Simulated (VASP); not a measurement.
## The (0 0 1) face of TiMo3 in VASP

How does the (0 0 1) face of TiMo3 behave as a surface? The start is a computed cell from the Materials Project.

Main program and level: VASP 6.6.1; PBE with D3(BJ); plane waves and PAW (Ti, Mo).

### 1. The structure

The cell holds 10 atoms: 3 Ti and 7 Mo. Cell: a = 3.165 Å, b = 4.421 Å, c = 23.950 Å, α = 90.0°, β = 90.0°, γ = 90.0°. It derives from TiMo3. The (0 0 1) slab of TiMo3, cut from the database cell. Vacuum lies along c.

Structure file:

```cif
data_structure
_symmetry_space_group_name_H-M 'P 1'
_symmetry_Int_Tables_number 1
_cell_length_a 3.1652
_cell_length_b 4.4210
_cell_length_c 23.9502
_cell_angle_alpha 90.000
_cell_angle_beta 90.000
_cell_angle_gamma 90.000
_cell_volume 335.15
loop_
_atom_site_label
_atom_site_type_symbol
_atom_site_fract_x
_atom_site_fract_y
_atom_site_fract_z
_atom_site_occupancy
Ti1 Ti 0.50000 0.00000 0.31315 1
Ti2 Ti 0.00000 0.50000 0.50000 1
Ti3 Ti 0.50000 0.00000 0.68685 1
Mo4 Mo 0.00000 0.50000 0.31315 1
Mo5 Mo 0.50000 0.50000 0.40411 1
Mo6 Mo 0.00000 0.00000 0.40904 1
Mo7 Mo 0.50000 0.00000 0.50000 1
Mo8 Mo 0.00000 0.00000 0.59096 1
Mo9 Mo 0.50000 0.50000 0.59589 1
Mo10 Mo 0.00000 0.50000 0.68685 1
```

### 2. Relaxing the slab

The free atoms relax, while those held by selective dynamics keep their cut positions.

The input, INCAR:

```
SYSTEM = Ti3Mo7
PREC = Normal
ENCUT = 300
EDIFF = 1E-05
NELM = 120
ISMEAR = 1
SIGMA = 0.05
LREAL = .FALSE.
ALGO = Fast
GGA = PE
IVDW = 12
NBANDS = 37
LORBIT = 11
LWAVE = .FALSE.
LCHARG = .FALSE.
KPAR = 2
IBRION = 2
NSW = 40
ISIF = 2
EDIFFG = -0.03
POTIM = 0.4
MAXMIX = 40
IDIPOL = 3
LDIPOL = .TRUE.
DIPOL = 0.5 0.5 0.5
```

The input, POSCAR:

```
Ti3Mo7
1.0
    3.1652099700      0.0000000000      0.0000000000
    0.0000000000      4.4210351800      0.0000000000
    0.0000000000      0.0000000000     23.9501518200
Ti Mo
3 7
Selective dynamics
Direct
    0.5000000000      0.0000000000      0.3131504200  F F F
    0.0000000000      0.5000000000      0.5000000000  T T T
    0.5000000000      0.0000000000      0.6868495800  T T T
    0.0000000000      0.5000000000      0.3131504200  F F F
    0.5000000000      0.5000000000      0.4041122000  F F F
    0.0000000000      0.0000000000      0.4090382100  F F F
    0.5000000000      0.0000000000      0.5000000000  T T T
    0.0000000000      0.0000000000      0.5909617900  T T T
    0.5000000000      0.5000000000      0.5958878000  T T T
    0.0000000000      0.5000000000      0.6868495800  T T T
```

The input, KPOINTS:

```
Automatic mesh
0
Gamma
6 5 1
0 0 0
```

The projector-augmented-wave data sets are Ti and Mo (PBE family, release 64).

The run is started by

```console
$ mpirun -np 2 vasp_std
```

Output:

```text
[banner, memory and clock lines left out]
running    2 mpi-ranks, on    1 nodes
 distrk:  each k-point on    1 cores,    2 groups
 distr:  one band on    1 cores,    1 groups

 POSCAR found type information on POSCAR TiMo
 POSCAR found :  2 types and      10 ions
 LDA part: xc-table for (Slater+PW92), standard interpolation
 POSCAR, INCAR and KPOINTS ok, starting setup
 FFT: planning ... GRIDC
 FFT: planning ... GRID_SOFT
 FFT: planning ... GRID
 WAVECAR not read
 entering main loop
       N       E                     dE             d eps       ncg     rms          rms(c)
DAV:   1     0.246779061588E+03    0.24678E+03   -0.14586E+04   896   0.771E+02
DAV:   2    -0.436658884718E+02   -0.29044E+03   -0.26829E+03   992   0.201E+02
DAV:   3    -0.104358223477E+03   -0.60692E+02   -0.56942E+02  1440   0.796E+01
DAV:   4    -0.108326989708E+03   -0.39688E+01   -0.38557E+01  1320   0.228E+01
DAV:   5    -0.108489501601E+03   -0.16251E+00   -0.16066E+00  1488   0.426E+00    0.397E+01
RMM:   6    -0.113681050758E+03   -0.51915E+01   -0.12011E+02  1188   0.411E+01    0.226E+01
RMM:   7    -0.121743882322E+03   -0.80628E+01   -0.12492E+02  1148   0.472E+01    0.236E+01
RMM:   8    -0.101289307892E+03    0.20455E+02   -0.41794E+01   988   0.271E+01    0.139E+01
RMM:   9    -0.982059779565E+02    0.30833E+01   -0.91058E+00   922   0.161E+01    0.703E+00
RMM:  10    -0.977223112499E+02    0.48367E+00   -0.44591E+00  1088   0.601E+00    0.612E+00
RMM:  11    -0.970800789607E+02    0.64223E+00   -0.10294E+00  1038   0.402E+00    0.365E+00
RMM:  12    -0.970896914489E+02   -0.96125E-02   -0.32764E-01  1160   0.160E+00    0.342E+00
RMM:  13    -0.971092577492E+02   -0.19566E-01   -0.10689E-01  1024   0.123E+00    0.334E+00
RMM:  14    -0.971329589264E+02   -0.23701E-01   -0.22936E-01  1040   0.189E+00    0.279E+00
RMM:  15    -0.970138859300E+02    0.11907E+00   -0.45987E-01  1124   0.288E+00    0.102E+00
RMM:  16    -0.970048227416E+02    0.90632E-02   -0.69333E-02  1087   0.849E-01    0.744E-01
RMM:  17    -0.969999887330E+02    0.48340E-02   -0.20404E-02  1089   0.519E-01    0.600E-01
RMM:  18    -0.969984004225E+02    0.15883E-02   -0.12074E-02   992   0.392E-01    0.306E-01
RMM:  19    -0.969976889466E+02    0.71148E-03   -0.81359E-03  1069   0.323E-01    0.120E-01
RMM:  20    -0.969976668927E+02    0.22054E-04   -0.32665E-03  1108   0.190E-01    0.803E-02
RMM:  21    -0.969976353272E+02    0.31566E-04   -0.75312E-04   990   0.910E-02    0.521E-02
RMM:  22    -0.969975755018E+02    0.59825E-04   -0.42044E-04  1038   0.796E-02    0.421E-02
RMM:  23    -0.969975749869E+02    0.51488E-06   -0.14115E-04   976   0.412E-02    0.278E-02
RMM:  24    -0.969975675788E+02    0.74082E-05   -0.12198E-04   926   0.395E-02    0.291E-02
RMM:  25    -0.969975902895E+02   -0.22711E-04   -0.54926E-05   762   0.309E-02    0.125E-02
RMM:  26    -0.969976344069E+02   -0.44117E-04   -0.51156E-05   716   0.262E-02    0.119E-02
RMM:  27    -0.969976680657E+02   -0.33659E-04   -0.12196E-05   578   0.143E-02    0.807E-03
RMM:  28    -0.969977146275E+02   -0.46562E-04   -0.11001E-05   572   0.121E-02    0.827E-03
RMM:  29    -0.969977428974E+02   -0.28270E-04   -0.66374E-06   563   0.111E-02    0.566E-03
RMM:  30    -0.969977586401E+02   -0.15743E-04   -0.27992E-06   510   0.624E-03    0.405E-03
RMM:  31    -0.969977747344E+02   -0.16094E-04   -0.32874E-06   552   0.800E-03    0.324E-03
RMM:  32    -0.969977893590E+02   -0.14625E-04   -0.19021E-06   488   0.561E-03    0.197E-03
RMM:  33    -0.969977914062E+02   -0.20472E-05   -0.60787E-07   373   0.379E-03
   1 F= -.10248070E+03 E0= -.10248037E+03  d E =-.102481E+03
 curvature:   0.00 expect dE= 0.000E+00 dE for cont linesearch  0.000E+00
 trial: gam= 0.00000 g(F)=  0.365E-01 g(S)=  0.000E+00 ort = 0.000E+00 (trialstep = 0.100E+01)
 search vector abs. value=  0.365E-01
 bond charge predicted
       N       E                     dE             d eps       ncg     rms          rms(c)
DAV:   1    -0.970207763982E+02   -0.22987E-01   -0.34067E+00   988   0.748E+00    0.453E-01
RMM:   2    -0.970242662626E+02   -0.34899E-02   -0.41897E-02   919   0.984E-01    0.654E-01
RMM:   3    -0.970209775584E+02    0.32887E-02   -0.13171E-02   923   0.612E-01    0.204E-01
RMM:   4    -0.970208397629E+02    0.13780E-03   -0.64662E-03  1095   0.246E-01    0.870E-02
RMM:   5    -0.970208996030E+02   -0.59840E-04   -0.16102E-03  1049   0.147E-01    0.931E-02
RMM:   6    -0.970208678271E+02    0.31776E-04   -0.75754E-04  1039   0.946E-02    0.487E-02
RMM:   7    -0.970208723978E+02   -0.45707E-05   -0.16199E-04   944   0.475E-02    0.409E-02
RMM:   8    -0.970208857225E+02   -0.13325E-04   -0.86987E-05   816   0.366E-02    0.157E-02
RMM:   9    -0.970208934894E+02   -0.77669E-05   -0.22747E-05   604   0.170E-02
   2 F= -.10250980E+03 E0= -.10250946E+03  d E =-.290961E-01
[... from here on, the cycles between the ionic steps are left out ...]
   3 F= -.10252456E+03 E0= -.10252402E+03  d E =-.438607E-01
   4 F= -.10253464E+03 E0= -.10253411E+03  d E =-.100747E-01
   5 F= -.10254391E+03 E0= -.10254343E+03  d E =-.193488E-01
   6 F= -.10255185E+03 E0= -.10255144E+03  d E =-.793650E-02
   7 F= -.10256671E+03 E0= -.10256643E+03  d E =-.228039E-01
   8 F= -.10255261E+03 E0= -.10255223E+03  d E =-.870152E-02
   9 F= -.10256882E+03 E0= -.10256858E+03  d E =-.249137E-01
  10 F= -.10257455E+03 E0= -.10257433E+03  d E =-.572275E-02
  11 F= -.10257455E+03 E0= -.10257434E+03  d E =-.572777E-02
  12 F= -.10257485E+03 E0= -.10257469E+03  d E =-.302981E-03
 trial-energy change:   -0.000303  1 .order   -0.000328   -0.001028    0.000372
 step:   1.5668(harm=  1.5668)  dis= 0.00162  next Energy=  -102.574928 (dE=-0.378E-03)
 bond charge predicted
       N       E                     dE             d eps       ncg     rms          rms(c)
DAV:   1    -0.970042391827E+02   -0.52568E-04   -0.18117E-02   948   0.546E-01    0.322E-02
RMM:   2    -0.970042449536E+02   -0.57709E-05   -0.13078E-04   900   0.645E-02    0.452E-03
RMM:   3    -0.970042513637E+02   -0.64101E-05   -0.48018E-05   671   0.238E-02
  13 F= -.10257493E+03 E0= -.10257475E+03  d E =-.375338E-03
 curvature:  -0.92 expect dE=-0.821E-05 dE for cont linesearch -0.330E-05
 trial: gam=-0.08123 g(F)=  0.888E-05 g(S)=  0.000E+00 ort = 0.450E-04 (trialstep = 0.202E+01)
 search vector abs. value=  0.531E-05
 reached required accuracy - stopping structural energy minimisation
```

It took 2.1 min on 2 MPI ranks of AMD EPYC 9R14 (Zen 4), shared host; peak memory 0.4 GiB; 4.2 min of CPU time.

Lines that name or quote the potential files are left out of all logs, and their timing lines are given in words.

Parts of OUTCAR (step 2):

```text
ion  position               nearest neighbor table
   1  0.500  0.000  0.313-   4 2.72   4 2.72   4 2.72   4 2.72   6 2.79   6 2.79   5 3.10   5 3.10

  LATTYP: Found a simple orthorhombic cell.
 ALAT       =     3.1652099700
 B/A-ratio  =     1.3967588950
 C/A-ratio  =     7.5666865854

 Subroutine GETGRP returns: Found  8 space group operations
 (whereof  8 operations were pure point group operations)

The static configuration has the point symmetry D_2h.

 Found     12 irreducible k-points:

   k-points           NKPTS =     12   k-points in BZ     NKDIM =     12   number of bands    NBANDS=     37

   dimension x,y,z NGX =    14 NGY =   20 NGZ =  108
   dimension x,y,z NGXF=    28 NGYF=   40 NGZF=  216

   ENCUT  =  300.0 eV  22.05 Ry    4.70 a.u.   4.47  6.24 33.82*2*pi/ulx,y,z

   NELECT =      54.0000    total number of electrons

 k-points in reciprocal lattice and weights: Automatic mesh
   0.00000000  0.00000000  0.00000000       0.033
   0.16666667  0.00000000  0.00000000       0.067
   0.33333333  0.00000000  0.00000000       0.067
   0.50000000  0.00000000  0.00000000       0.033
   0.00000000  0.20000000  0.00000000       0.067
   0.16666667  0.20000000  0.00000000       0.133
   0.33333333  0.20000000  0.00000000       0.133
   0.50000000  0.20000000  0.00000000       0.067
   0.00000000  0.40000000  0.00000000       0.067
   0.16666667  0.40000000  0.00000000       0.133
   0.33333333  0.40000000  0.00000000       0.133
   0.50000000  0.40000000  0.00000000       0.067

 Edisp (eV)   -5.57066

 dipolmoment           0.000000      0.000000     -0.005421 electrons x Angstroem

 average (electrostatic) potential at core
       1 -29.2920       2 -28.8697       3 -29.2493       4 -42.5542       5 -42.7813
       6 -42.8240       7 -42.4763       8 -42.7844       9 -42.7615      10 -42.5350

 E-fermi :   0.3258

 k-point     1 :       0.0000    0.0000    0.0000
  band No.  band energies     occupation
    ...
     22      -0.2384      2.00000
     23      -0.2151      2.00000
     24      -0.1888      2.00000
     25      -0.0619      2.00000
     26      -0.0267      2.00000
     27       0.8244     -0.00000
     28       0.8795     -0.00000
     29       1.1978     -0.00000
     30       1.5331      0.00000
     31       1.6788      0.00000
    ...

 k-point     2 :       0.1667    0.0000    0.0000
  band No.  band energies     occupation
    ...
     22      -0.5790      2.00000
     23      -0.3690      2.00000
     24      -0.0557      2.00000
     25      -0.0366      2.00000
     26       0.0068      2.00000
     27       0.3521      0.23244
     28       0.7551     -0.00000
     29       1.0367     -0.00000
     30       1.1278     -0.00000
     31       1.4135      0.00000
    ...

 k-point     3 :       0.3333    0.0000    0.0000
  band No.  band energies     occupation
    ...
     24      -0.6300      2.00000
     25      -0.5764      2.00000
     26      -0.0373      2.00000
     27       0.2935      1.87954
     28       0.3239      1.06302
     29       0.8114     -0.00000
     30       0.8959     -0.00000
     31       0.9860     -0.00000
     32       1.0559     -0.00000
     33       1.1290     -0.00000
    ...

 Edisp (eV)   -5.57067

  Total     -12.26440   -11.57980    -2.90873     0.00000     0.00000     0.00000
  in kB     -58.63029   -55.35753   -13.90525     0.00000     0.00000     0.00000
  external pressure =      -42.63 kB  Pullay stress =        0.00 kB

  energy-cutoff  :      300.00
  volume of cell :      335.15
      direct lattice vectors                 reciprocal lattice vectors
     3.165209970  0.000000000  0.000000000     0.315934807  0.000000000  0.000000000
     0.000000000  4.421035180  0.000000000     0.000000000  0.226191369  0.000000000
     0.000000000  0.000000000 23.950151820     0.000000000  0.000000000  0.041753389

 POSITION                                       TOTAL-FORCE (eV/Angst)
 -----------------------------------------------------------------------------------
      1.58260      0.00000      7.50000         0.000000      0.000000      0.500596
      0.00000      2.21052     11.92183         0.000000      0.000000      0.003444
      1.58260      0.00000     16.26436         0.000000      0.000000      0.010814
      0.00000      2.21052      7.50000         0.000000      0.000000      0.610557
      1.58260      2.21052      9.67855         0.000000      0.000000     -0.274349
      0.00000      0.00000      9.79653         0.000000      0.000000     -0.842569
      1.58260      0.00000     11.93108         0.000000      0.000000     -0.002229
      0.00000      0.00000     14.08332         0.000000      0.000000      0.003040
      1.58260      2.21052     14.15795         0.000000      0.000000     -0.009327
      0.00000      2.21052     16.25948         0.000000      0.000000      0.000024
 -----------------------------------------------------------------------------------
    total drift:                                0.000000      0.000000     -0.001255

  FREE ENERGIE OF THE ION-ELECTRON SYSTEM (eV)
  ---------------------------------------------------
  free  energy   TOTEN  =      -102.5749262120 eV

  energy  without entropy=     -102.5744071005  energy(sigma->0) =     -102.57475317

 reached required accuracy - stopping structural energy minimisation

 vacuum level on the upper side and lower side of the slab         4.707         4.779

 total charge
# of ion       s       p       d       tot
------------------------------------------
    1        0.529   0.540   2.467   3.537
    2        0.565   0.768   2.570   3.903
    3        0.544   0.558   2.520   3.622
    4        0.486   0.297   4.415   5.199
    5        0.531   0.513   4.384   5.427
    6        0.534   0.514   4.385   5.433
    7        0.522   0.509   4.465   5.496
    8        0.541   0.524   4.422   5.486
    9        0.542   0.528   4.422   5.492
   10        0.498   0.311   4.458   5.267
--------------------------------------------------
tot          5.293   5.060  38.510  48.863

[... 3 further parts left out ...]
```

CONTCAR:

```
Ti3Mo7
   1.00000000000000
     3.1652099699999998    0.0000000000000000    0.0000000000000000
     0.0000000000000000    4.4210351799999996    0.0000000000000000
     0.0000000000000000    0.0000000000000000   23.9501518199999985
  Ti              Mo
     3     7
Selective dynamics
Direct
     0.5000000000000000    0.0000000000000000    0.3131504199999995   F   F   F
     0.0000000000000000    0.5000000000000000    0.4977769262443669   T   T   T
     0.5000000000000000    0.0000000000000000    0.6790922049584082   T   T   T
     0.0000000000000000    0.5000000000000000    0.3131504199999995   F   F   F
     0.5000000000000000    0.5000000000000000    0.4041122000000001   F   F   F
     0.0000000000000000    0.0000000000000000    0.4090382099999985   F   F   F
     0.5000000000000000    0.0000000000000000    0.4981630632480897   T   T   T
     0.0000000000000000    0.0000000000000000    0.5880265020810724   T   T   T
     0.5000000000000000    0.5000000000000000    0.5911422804966651   T   T   T
     0.0000000000000000    0.5000000000000000    0.6788882629703522   T   T   T
```

Dispersion corrections of this kind ignore metallic screening and tend to overbind metals. The data sets Ti and Mo keep the semicore shell frozen, which is cheaper and a little less accurate. The run keeps the 4 symmetry operations of its start, so it cannot find a distortion of lower symmetry.

Step by step:

```
step  energy less that of the first step (eV)  largest force (eV/Å)
   1                                   0.0000                0.6543
   2                                  -0.0291                0.4403
   3                                  -0.0439                0.3171
   4                                  -0.0539                0.2319
   5                                  -0.0632                0.3970
   6                                  -0.0711                0.3338
   7                                  -0.0860                0.2481
   8                                  -0.0719                0.4200
   9                                  -0.0881                0.2739
  10                                  -0.0938                0.0845
  11                                  -0.0939                0.0867
  12                                  -0.0942                0.0316
  13                                  -0.0942                0.0108
```

The atoms that moved most (Å):

```
atom     dx     dy      dz  length
Mo10  0.000  0.000  -0.191   0.191
 Ti3  0.000  0.000  -0.186   0.186
 Mo9  0.000  0.000  -0.114   0.114
 Mo8  0.000  0.000  -0.070   0.070
 Ti2  0.000  0.000  -0.053   0.053
 Mo7  0.000  0.000  -0.044   0.044
```

The relaxed structure:

```xyz
10
Lattice="3.1652 0.0000 0.0000 0.0000 4.4210 0.0000 0.0000 0.0000 23.9502" Properties=species:S:1:pos:R:3
Ti    1.5826    0.0000    7.5000
Ti    0.0000    2.2105   11.9218
Ti    1.5826    0.0000   16.2644
Mo    0.0000    2.2105    7.5000
Mo    1.5826    2.2105    9.6785
Mo    0.0000    0.0000    9.7965
Mo    1.5826    0.0000   11.9311
Mo    0.0000    0.0000   14.0833
Mo    1.5826    2.2105   14.1579
Mo    0.0000    2.2105   16.2595
```

Numbers from this step:

```
electronic cycles                               : 126
electrons                                       : 54
free energy (TOTEN)                             : -102.5749 eV
energy at zero smearing                         : -102.5748 eV
Fermi energy                                    : 0.3258 eV
labelled metallic, from the levels on this mesh : yes
dipole moment                                   : 0, 0, -0.005421 e·Å
```

The run ended after 13 ionic steps, 0.094 eV below its first step, once the forces on the free atoms met EDIFFG = -0.03.

Only the dipole across the slab is computed (IDIPOL = 3); zeros along the plane are no results.

(Part 1 of 3 ends here.)

[Lines on the potential files, build, host, timing and source positions are cut from VASP's logs without a mark.]

[Logs are printed without paths, hosts, clocks, repeated set-up lines and the standing remarks that a program may print on its own settings, such as how far it seeks lower states.]

[Hosts, paths, dates, database ids (printed as entryN), source tags and the programs' standing remarks are cut or masked in the printed files.]

[In band tables of VASP the shares of atoms and orbitals are scaled to a sum of 1 inside the atoms' spheres.]

[Runs that stopped without an error message from VASP are left out.]
